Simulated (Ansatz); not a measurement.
# Ta: what symmetry allows forces and stress to be

```yaml
crystal:
  lattice:
    - [2.90037, 0.00000, 0.00000]
    - [-1.45019, 2.51180, 0.00000]
    - [0.00000, 0.00000, 5.16627]
  atoms:
    - { symbol: Ta, position: [0.66667, 0.33333, 0.75000] }
    - { symbol: Ta, position: [0.33333, 0.66667, 0.26742] }
```

The calculation used Ansatz 0.2.0, DFT PBE, scalar-relativistic, plane waves, PAW.

Cutoff 420 eV; k points 15×15×8 on the computed 2-atom cell (Γ-centred); Gaussian smearing, width 0.10 eV; no spin polarisation.

This distorted cell has space group P-3m1, with 12 operations.

Task: Without a calculation: in which directions can each atom feel a force?

Result: A force must be left unchanged by every operation that keeps its atom in place, so it lies in the space that those operations leave fixed. Atoms that the group maps onto each other feel forces of one size.
```
atom site symmetry operations at the site equivalent to atom allowed force (Cartesian)
 Ta1            3m.                       6                   1   along (0.00, 0.00, 1.00)
 Ta2            3m.                       6                   1   along (0.00, 0.00, 1.00)
```

That leaves 1 independent force component of 6. A relaxation in this cell that keeps the symmetry moves the atoms in these directions alone.

Task: And the stress tensor?

Result: It must be invariant under the point group, which leaves 2 independent components: yz, xz, xy vanish; xx = yy.

Task: Do the computed values obey this?

Result: Yes. Forces (eV/Å):
```
Ta1  0.000  0.000  1.012
Ta2  0.000  0.000 -1.012
```

Stress (GPa, compression positive, xx yy zz yz xz xy): -0.10 -0.10 -0.46 0.00 0.00 0.00. The program imposes the same operations on density, forces and stress, so this confirms the analysis and is no independent test of the calculation.

Spin–orbit coupling is left out, which can shift energies with elements as heavy as these.

This form isn't the element's structure at ambient conditions.